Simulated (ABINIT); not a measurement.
# CuO (Tenorite) (C2/c) in ABINIT: a series of runs, part 2 of 2

ABINIT 10.8.3 (patched build).

### 4 Single point, LDA

run.abi reads:

```
# Pseudopotentials
pp_dirpath "./"
pseudos "Cu.upf, O.upf"

# Structure
acell 3*1.0 Angstrom
rprim
     2.3418500000    -1.7113000000     0.0000000000
     2.3418500000     1.7113000000     0.0000000000
    -0.8500274268     0.0000000000     5.0578693947
ntypat 2
znucl 29 8
natom 4
typat 1 1 2 2
xred
     0.5000000000     0.0000000000     0.5000000000
     0.0000000000     0.5000000000     0.0000000000
     0.4184000000     0.5816000000     0.7500000000
     0.5816000000     0.4184000000     0.2500000000
chkprim 0
chksymtnons 0
tolsym 1.0e-6

# Plane-wave basis
ecut 46.0

# k points
kptopt 1
ngkpt 8 8 4
nshiftk 1
shiftk 0.0 0.0 0.0

# Exchange and correlation
ixc 7

# Bands and occupations
nband 30
occopt 3
tsmear 0.05 eV

# SCF cycle
nstep 100
tolvrs 1.0e-10

# Output
iomode 3
prtwf 0
prtden 0
prteig 0
prtebands 0
enunit 2
```

Potentials or basis: PseudoDojo NC SR LDA v0.4.1 standard.

Started as:

```console
$ mpirun --bind-to none -np 4 abinit run.abi > log 2>&1
```

run.abo:

```text
.Version 10.8.3 of ABINIT
 Symmetries : space group C2/c (# 15); Bravais mC (1-face-center monocl.)
================================================================================
 Values of the parameters that define the memory need of the present run
     intxc =       0    ionmov =       0      iscf =       7    lmnmax =       6
     lnmax =       6     mgfft =      60  mpssoang =       3    mqgrid =    3001
     natom =       4  nloc_mem =       1    nspden =       1   nspinor =       1
    nsppol =       1      nsym =       4    n1xccc =    2501    ntypat =       2
    occopt =       3   xclevel =       1
       mpw =        4097          nfft =       77760          nkpt =          78
================================================================================
================================================================================

--------------------------------------------------------------------------------
------------- Echo of variables that govern the present computation ------------
--------------------------------------------------------------------------------
 -outvars: echo values of preprocessed input variables --------
            acell      1.8897261259E+00  1.8897261259E+00  1.8897261259E+00 Bohr
              amu      6.35460000E+01  1.59994000E+01
          chkprim           0
      chksymtnons           0
             ecut      4.60000000E+01 Hartree
           enunit           2
                       outvar_i_n : Printing only first  50 k-points.
              ixc           7
                       outvar_i_n : Printing only first  50 k-points.
         kptrlatt        8    0    0      0    8    0      0    0    4
          kptrlen      3.87681094E+01
            natom           4
            nband          30
            ngfft          36      36      60
             nkpt          78
            nstep         100
             nsym           4
           ntypat           2
                       prtocc : prtvol=0, do not print more k-points.
           occopt           3
           prtden           0
        prtebands           0
           prteig           0
            prtwf           0
            rprim      2.3418500000E+00 -1.7113000000E+00  0.0000000000E+00
                       2.3418500000E+00  1.7113000000E+00  0.0000000000E+00
                      -8.5002742680E-01  0.0000000000E+00  5.0578693947E+00
          spgroup          15
           tolsym      1.00000000E-06
           tolvrs      1.00000000E-10
           tsmear      1.83746611E-03 Hartree
            typat      1  1  2  2
                       outvars : Printing only first  50 k-points.
           xangst      7.4591128660E-01 -8.5565000000E-01  2.5289346973E+00
                       1.1709250000E+00  8.5565000000E-01  0.0000000000E+00
                       1.7043294299E+00  2.7928416000E-01  3.7934020460E+00
                       2.1293431433E+00 -2.7928416000E-01  1.2644673487E+00
            xcart      1.4095680459E+00 -1.6169441596E+00  4.7789939683E+00
                       2.2127275640E+00  1.6169441596E+00  0.0000000000E+00
                       3.2207158508E+00  5.2777057370E-01  7.1684909524E+00
                       4.0238753689E+00 -5.2777057370E-01  2.3894969841E+00
             xred      5.0000000000E-01 -2.7550082882E-17  5.0000000000E-01
                      -9.3324923672E-18  5.0000000000E-01  0.0000000000E+00
                       4.1840000000E-01  5.8160000000E-01  7.5000000000E-01
                       5.8160000000E-01  4.1840000000E-01  2.5000000000E-01
            znucl       29.00000    8.00000

================================================================================

[... 113 lines left out ...]
 reduced coordinates (array xred) for    4 atoms
       0.500000000000     -0.000000000000      0.500000000000
      -0.000000000000      0.500000000000      0.000000000000
       0.418400000000      0.581600000000      0.750000000000
       0.581600000000      0.418400000000      0.250000000000
 rms dE/dt=  1.7954E-02; max dE/dt=  3.1097E-02; dE/dt below (all hartree)
    1       0.000000000000      0.000000000000      0.000000000000
    2       0.000000000000      0.000000000000      0.000000000000
    3      -0.031096668736      0.031096668736      0.000000000000
    4       0.031096668736     -0.031096668736      0.000000000000

 cartesian coordinates (angstrom) at end:
    1      0.74591128660000    -0.85565000000000     2.52893469735000
    2      1.17092500000000     0.85565000000000     0.00000000000000
    3      1.70432942990000     0.27928416000000     3.79340204602500
    4      2.12934314330000    -0.27928416000000     1.26446734867500

 cartesian forces (hartree/bohr) at end:
    1     -0.00000000000000    -0.00000000000000    -0.00000000000000
    2     -0.00000000000000    -0.00000000000000    -0.00000000000000
    3     -0.00000000000000    -0.00961587589502    -0.00000000000000
    4      0.00000000000000     0.00961587589502     0.00000000000000
 frms,max,avg= 3.9256649E-03 9.6158759E-03   0.000E+00  0.000E+00  0.000E+00 h/b

 cartesian forces (eV/Angstrom) at end:
    1     -0.00000000000000    -0.00000000000000    -0.00000000000000
    2     -0.00000000000000    -0.00000000000000    -0.00000000000000
    3     -0.00000000000000    -0.49446821945312    -0.00000000000000
    4      0.00000000000000     0.49446821945312     0.00000000000000
 frms,max,avg= 2.0186581E-01 4.9446822E-01   0.000E+00  0.000E+00  0.000E+00 e/A
 length scales=  1.889726125908  1.889726125908  1.889726125908 bohr
              =  1.000000000000  1.000000000000  1.000000000000 angstroms
 Fermi (or HOMO) energy (hartree) =   0.24205   Average Vxc (hartree)=  -0.47409
 Eigenvalues (hartree) for nkpt=  78  k points:
 kpt#   1, nband= 30, wtk=  0.00391, kpt=  0.0000  0.0000  0.0000 (reduced coord)
  -3.86363   -3.86360   -2.32079   -2.32078   -2.31928   -2.31895   -2.30416   -2.30414
  -0.48143   -0.42976   -0.06284    0.03408    0.04956    0.12049    0.12586    0.12647
   0.13015    0.13428    0.14156    0.14782    0.15613    0.16287    0.16520    0.18356
   0.24984    0.27607    0.30388    0.45889    0.53553    0.72434
      occupation numbers for kpt#   1
   2.00000    2.00000    2.00000    2.00000    2.00000    2.00000    2.00000    2.00000
   2.00000    2.00000    2.00000    2.00000    2.00000    2.00000    2.00000    2.00000
   2.00000    2.00000    2.00000    2.00000    2.00000    2.00000    2.00000    2.00000
   0.02837    0.00000    0.00000    0.00000    0.00000    0.00000
 prteigrs : prtvol=0 or 1, do not print more k-points.

 Fermi (or HOMO) energy (eV) =   6.58642   Average Vxc (eV)= -12.90066
 Eigenvalues (   eV  ) for nkpt=  78  k points:
 kpt#   1, nband= 30, wtk=  0.00391, kpt=  0.0000  0.0000  0.0000 (reduced coord)
-105.13472 -105.13401  -63.15201  -63.15163  -63.11071  -63.10198  -62.69932  -62.69884
 -13.10049  -11.69430   -1.71000    0.92726    1.34855    3.27882    3.42482    3.44155
   3.54163    3.65406    3.85206    4.02250    4.24854    4.43179    4.49545    4.99484
   6.79848    7.51230    8.26888   12.48704   14.57249   19.71033
 prteigrs : prtvol=0 or 1, do not print more k-points.

--- !EnergyTerms
iteration_state     : {dtset: 1, }
comment             : Components of total free energy in Hartree
kinetic             :  1.95800605414111E+02
hartree             :  1.34935533829432E+02
xc                  : -5.41871948513368E+01
Ewald energy        : -2.48584466332425E+02
psp_core            :  1.02471018587614E+01
local_psp           : -3.77556718845897E+02
non_local_psp       : -7.25155709810499E+01
internal            : -4.11860709908404E+02
'-kT*entropy'       : -6.58753578075887E-04
total_energy        : -4.11861368661983E+02
total_energy_eV     : -1.12073187824596E+04
band_energy         : -4.14436179630088E+01
...

 Cartesian components of stress tensor (hartree/bohr^3)
  sigma(1 1)=  3.67225488E-04  sigma(3 2)=  0.00000000E+00
  sigma(2 2)=  1.91483324E-04  sigma(3 1)= -1.39728706E-05
  sigma(3 3)=  4.29856382E-04  sigma(2 1)=  0.00000000E+00

-Cartesian components of stress tensor (GPa)         [Pressure= -9.6949E+00 GPa]
- sigma(1 1)=  1.08041469E+01  sigma(3 2)=  0.00000000E+00
- sigma(2 2)=  5.63363389E+00  sigma(3 1)= -4.11096046E-01
- sigma(3 3)=  1.26468114E+01  sigma(2 1)=  0.00000000E+00

== END DATASET(S) ==============================================================
================================================================================

 -outvars: echo values of variables after computation  --------
            acell      1.8897261259E+00  1.8897261259E+00  1.8897261259E+00 Bohr
           etotal     -4.1186136866E+02
            fcart     -0.0000000000E+00 -0.0000000000E+00 -0.0000000000E+00
                      -0.0000000000E+00 -0.0000000000E+00 -0.0000000000E+00
                      -1.4971855527E-19 -9.6158758950E-03 -8.3433887949E-21
                       1.4971855527E-19  9.6158758950E-03  8.3433887949E-21
            rprim      2.3418500000E+00 -1.7113000000E+00  0.0000000000E+00
                       2.3418500000E+00  1.7113000000E+00  0.0000000000E+00
                      -8.5002742680E-01  0.0000000000E+00  5.0578693947E+00
           strten      3.6722548825E-04  1.9148332378E-04  4.2985638237E-04
                       0.0000000000E+00 -1.3972870583E-05  0.0000000000E+00
           xangst      7.4591128660E-01 -8.5565000000E-01  2.5289346973E+00
                       1.1709250000E+00  8.5565000000E-01  0.0000000000E+00
                       1.7043294299E+00  2.7928416000E-01  3.7934020460E+00
                       2.1293431433E+00 -2.7928416000E-01  1.2644673487E+00
             xred      5.0000000000E-01 -2.7550082882E-17  5.0000000000E-01
                      -9.3324923672E-18  5.0000000000E-01  0.0000000000E+00
                       4.1840000000E-01  5.8160000000E-01  7.5000000000E-01
                       5.8160000000E-01  4.1840000000E-01  2.5000000000E-01
 Calculation completed.
```

Run time: 85 s. Hardware: 4 MPI ranks of Arm Neoverse V2, shared host; peak memory 0.4 GiB.

What came out:

```
Free energy                                           : -11207.3188 eV
Pressure                                              : -9.7 GPa
Largest force                                         : 0.494 eV/Å
Band gap on the k mesh                                : none (metal or under the smearing width)
Valence electrons inside the program's atomic spheres : Cu 17.31; O 6.17
```

Forces in eV/Å, atoms in the order of the input:
```
Cu   0.000  0.000  0.000
Cu   0.000  0.000  0.000
O    0.000 -0.494  0.000
O    0.000  0.494  0.000
```

Levels at points of the mesh, in eV from the Fermi level:
```csv
k point,band 22,band 23,band 24,band 25,band 26,band 27,band 28,band 29
"(0.00, 0.00, 0.00)",-2.15,-2.09,-1.59,0.21,0.93,1.68,5.90,7.99
"(0.50, 0.00, 0.00)",-1.53,-1.47,-1.34,-0.03,0.23,4.67,6.16,6.80
"(0.50, 0.50, 0.00)",-2.06,-1.67,-1.14,-0.61,1.05,3.19,6.87,8.33
"(0.00, 0.00, 0.50)",-2.17,-1.47,-1.47,0.21,0.21,3.86,3.86,11.49
"(0.50, 0.00, 0.50)",-2.07,-1.67,-1.53,-0.08,0.74,4.96,6.36,7.88
"(0.50, 0.50, 0.50)",-1.60,-1.23,-1.23,-0.44,-0.44,5.06,5.06,8.80
```

Caveat: the run has no spin polarisation, though such a crystal can be magnetic; semilocal functionals often make such compounds metallic where correlation or magnetic order opens a gap, which also shifts bond lengths. With open d or f shells a metallic result of LDA can be an artefact of self-interaction; +U or a hybrid may open a gap.
